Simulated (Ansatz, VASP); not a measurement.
**W in VASP and in Ansatz**

```
W
1.0
    -1.61980    1.61980    1.61980
     1.61980   -1.61980    1.61980
     1.61980    1.61980   -1.61980
W
1
Direct
  0.00000 0.00000 0.00000
```

Alike in both runs: task single point; functional RPBE; k mesh 23 × 23 × 23; occupations fermi-dirac, width 0.1 eV; no spin polarisation.

|  | VASP | Ansatz |
| --- | --- | --- |
| version | VASP 6.6.1 | Ansatz 0.2.0 |
| potentials or method | VASP PAW PBE potentials, release 64 (W_sv) | plane waves (420 eV) with PAW, scalar-relativistic |
| plane-wave cutoff (eV) | 520 | 420 |
| valence electrons in the cell | 14 | 14 |

VASP gave:

```
pressure (GPa) : -10.4
```

**Question.** Estimate Ansatz's values.

**Answer.** Pressure (GPa): -10.8.

The functional is the same, so the differences come from potentials, cutoffs and numerics.

Caveats: the PAW data sets were made with another functional, which shifts forces and pressure a little (VASP). The runs have no spin-orbit coupling, so splittings on W are missing.
